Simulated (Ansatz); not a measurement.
Relaxed bulk SnS2:

Space group P-3m1 (No. 164). a = 3.651 Å, b = 3.651 Å, c = 6.059 Å, α = 90.00°, β = 90.00°, γ = 120.00°
```
atom site symmetry x y z
  Sn    1a      -3m.  0.0000  0.0000  0.0000
   S    2d       3m.  0.6667  0.3333  0.2432
```

Miller indices refer to the conventional cell of P-3m1 (No. 164), a = 3.651 Å, b = 3.651 Å, c = 6.059 Å, α = 90.00°, β = 90.00°, γ = 120.00°. The bulk's gap is 1.41 eV.

Consider the (111) slab of 21 planes, 11.3 Å thick with 15 Å of vacuum as cut; outer planes S (top) and S (bottom), all atoms relaxed.

All numbers below come from Ansatz, DFT PBEsol, scalar-relativistic, plane waves, PAW. Settings: cutoff 420 eV, Γ-centred mesh 5×4×1 on the computed 21-atom cell, Gaussian smearing of 0.05 eV; no spin polarisation. The cell repeats along c with a dipole correction in the vacuum.

On relaxing, some neighbouring planes pass each other, so their spacing turns negative.

**Question.** Give the surface energy (mean of both faces).

**Answer.** 0.54 J/m².

**Question.** Give the gap of the slab on the mesh.

**Answer.** 1.33 eV.

**Question.** Predict the bulk valence band top under the vacuum level.

**Answer.** 6.42 eV.

**Question.** Predict the bulk conduction band bottom under the vacuum level.

**Answer.** 5.01 eV.

**Question.** The top two planes lie 0.425 Å apart in the bulk. How does relaxation change this?

**Answer.** The spacing becomes 0.927 Å (+118.0 %).

The gap is read on a mesh, which can miss the band edges, so it can be too wide. Gaps are read on the k points sampled, so a band crossing between them can be missed.